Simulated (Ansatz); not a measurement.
This is a relaxation of cell and atoms with Ansatz 0.2.0 on LiNbO₃, LiNbO₃ type; the level of theory is r2SCAN. The starting cell comes from a relaxation with PBE.

Input (YAML):
```yaml
crystal:
  lattice:
    - [2.5951448978, 1.4983076053, 4.6717952391]
    - [-2.5951448978, 1.4983076053, 4.6717952391]
    - [0.0, -2.9966152107, 4.6717952391]
  atoms:
    - { symbol: Li, position: [0.7816240649, 0.7816240649, 0.7816240649] }
    - { symbol: Li, position: [0.2816240649, 0.2816240649, 0.2816240649] }
    - { symbol: Nb, position: [0.5004839067, 0.5004839067, 0.5004839067] }
    - { symbol: Nb, position: [1.0004839067, 1.0004839067, 0.0004839067] }
    - { symbol: O, position: [0.6107801021, 0.2211568667, 0.8579550596] }
    - { symbol: O, position: [0.8579550596, 0.6107801021, 0.2211568667] }
    - { symbol: O, position: [0.1107801021, 0.3579550596, 0.7211568667] }
    - { symbol: O, position: [0.2211568667, 0.8579550596, 0.6107801021] }
    - { symbol: O, position: [0.7211568667, 0.1107801021, 0.3579550596] }
    - { symbol: O, position: [0.3579550596, 0.7211568667, 0.1107801021] }
kpoints:
  mp_grid: { grid: [6, 6, 6] }
hamiltonian:
  xc: r2scan
scf:
  occupations: { method: fermi_dirac, width: 0.02 }
relax:
  f_tol: 0.005
  cell: {}
```

Run as `ansatz run input.yaml --threads 2 --pin off --max-ram 20275MiB --backend cpu --events-out ev --progress --plain --runs-dir out`. It took 57 s on 2 threads of AMD EPYC 7R13 Processor (Zen 3), with other jobs on the host, load about 4.0 per core; peak host memory 1 GiB.

Output, abridged:
```
Functional definition: r2SCAN
Crystal: 10 atoms, lattice volume = 108.993 Å³
Basis set: ecut = 500 eV, 2783 PW (Γ)
Bands: 44, of which v1, the nominal top of the filled ones, is band 34 counted from 1 (33 counted from 0)
Symmetry: 6 space group operations
Space group: R3c (ITA 161)
k-points: 32 of 216 (time reversal used)
SCF 1 converged in 7 iterations: F = -12961.357405 eV  dr2 = 7.35e-9
relax step 1: F+E_penalty+E_count = -12961.35740499 eV  max|allowed force component| = 1.166e-1 eV/Å  Δτ_max = 0.0000 Å  P = -4.185 GPa  Ω = 108.993 Å³
SCF 2 converged in 6 iterations: F = -12961.390517 eV  dr2 = 1.47e-7
relax step 2: F+E_penalty+E_count = -12961.39051654 eV  max|allowed force component| = 9.867e-2 eV/Å  Δτ_max = 0.0045 Å  P = -0.120 GPa  Ω = 106.606 Å³
SCF 3 converged in 6 iterations: F = -12961.394592 eV  dr2 = 3.18e-8
relax step 3: F+E_penalty+E_count = -12961.39459161 eV  max|allowed force component| = 5.924e-2 eV/Å  Δτ_max = 0.0095 Å  P = +0.104 GPa  Ω = 106.081 Å³
SCF 4 converged in 6 iterations: F = -12961.395534 eV  dr2 = 3.29e-8
relax step 4: F+E_penalty+E_count = -12961.39553365 eV  max|allowed force component| = 1.754e-2 eV/Å  Δτ_max = 0.0083 Å  P = +0.007 GPa  Ω = 105.762 Å³
SCF 5 converged in 5 iterations: F = -12961.395619 eV  dr2 = 2.19e-8
relax step 5: F+E_penalty+E_count = -12961.39561932 eV  max|allowed force component| = 1.608e-2 eV/Å  Δτ_max = 0.0015 Å  P = +0.003 GPa  Ω = 105.777 Å³
SCF 6 converged in 6 iterations: F = -12961.395662 eV  dr2 = 2.06e-9
relax step 6: F+E_penalty+E_count = -12961.39566161 eV  max|allowed force component| = 5.838e-3 eV/Å  Δτ_max = 0.0032 Å  P = +0.014 GPa  Ω = 105.754 Å³
SCF 7 converged in 5 iterations: F = -12961.395676 eV  dr2 = 4.77e-9
relax step 7: F+E_penalty+E_count = -12961.39567607 eV  max|allowed force component| = 8.322e-4 eV/Å  Δτ_max = 0.0012 Å  P = +0.002 GPa  Ω = 105.787 Å³
SCF 8 converged in 5 iterations: F = -12961.393767 eV  dr2 = 6.49e-11
relax step 8: F+E_penalty+E_count = -12961.39376702 eV  max|allowed force component| = 1.172e-3 eV/Å  Δτ_max = 0.0000 Å  P = +0.016 GPa  Ω = 105.787 Å³  (SCF on a basis re-selected at this cell)
Free energy (F): -12961.393767 eV
Fermi energy:    8.916744 eV
--- Per-component energies (eV) ---
  E_band       = -581.769208
  E_kinetic    = 1891.293175
  E_local      = -4256.825657
  E_nonlocal   = 444.837565
  E_hartree    = 1436.699948
  E_xc         = -804.165789
  E_vxc        = -1142.152156
  E_paw        = -7180.309344
  E_vpaw       = -464.972562
  E_vtau       = 72.644296
  E_ewald      = -4492.353215
  E_core_change = -0.576507
--- Forces (eV/Å), atoms counted from 1 ---
  atom   1  Li      0.00000      0.00000      0.00052
  atom   2  Li      0.00000      0.00000      0.00052
  atom   3  Nb      0.00000      0.00000    -0.00117
  atom   4  Nb      0.00000      0.00000    -0.00117
  atom   5  O       0.00027    -0.00050      0.00022
  atom   6  O       0.00030      0.00048      0.00022
  atom   7  O     -0.00030      0.00048      0.00022
  atom   8  O     -0.00056      0.00002      0.00022
  atom   9  O     -0.00027    -0.00050      0.00022
  atom  10  O       0.00056      0.00002      0.00022
--- Stress (GPa, compression-positive) ---
        0.015777       0.000000       0.000000
        0.000000       0.015777       0.000000
        0.000000       0.000000       0.017731
  P = ⅓ Tr σ = 0.0164 GPa (0.164 kbar)
--- Relaxed structure (7 steps of the walk, 7 accepted, 1 SCFs on fresh bases) ---
  F+E_penalty+E_count = -12961.39376702 eV   max|allowed force component| = 1.172e-3 eV/Å
  cell:  # Å, volume = 105.7870 Å³
    - [2.568700, 1.483040, 4.628227]
    - [-2.568700, 1.483040, 4.628227]
    - [0.000000, -2.966080, 4.628227]
  atoms:
    - { symbol: Li, position: [0.782170, 0.782170, 0.782170] }
    - { symbol: Li, position: [0.282170, 0.282170, 0.282170] }
    - { symbol: Nb, position: [0.500176, 0.500176, 0.500176] }
    - { symbol: Nb, position: [1.000176, 1.000176, 0.000176] }
    - { symbol: O, position: [0.607988, 0.219642, 0.862024] }
    - { symbol: O, position: [0.862024, 0.607988, 0.219642] }
    - { symbol: O, position: [0.107988, 0.362024, 0.719642] }
    - { symbol: O, position: [0.219642, 0.862024, 0.607988] }
    - { symbol: O, position: [0.719642, 0.107988, 0.362024] }
    - { symbol: O, position: [0.362024, 0.719642, 0.107988] }
```

In 7 steps the volume changed by -2.9 %; between the first SCF and the last, each on a basis chosen for its cell, the energy fell by 3.6 meV an atom. Final cell: the symmetry is R3c (No. 161, trigonal); a = 5.137 Å, c = 13.885 Å in the conventional setting, 10.58 Å³ an atom. Li has 6 O at 2.05–2.24 Å; Nb has 6 O at 1.88–2.14 Å; O has 2 Nb at 1.88–2.14 Å and 2 Li at 2.05–2.24 Å.

Note: simulated data, non-magnetic, for a generated structure that need not be the stable one.
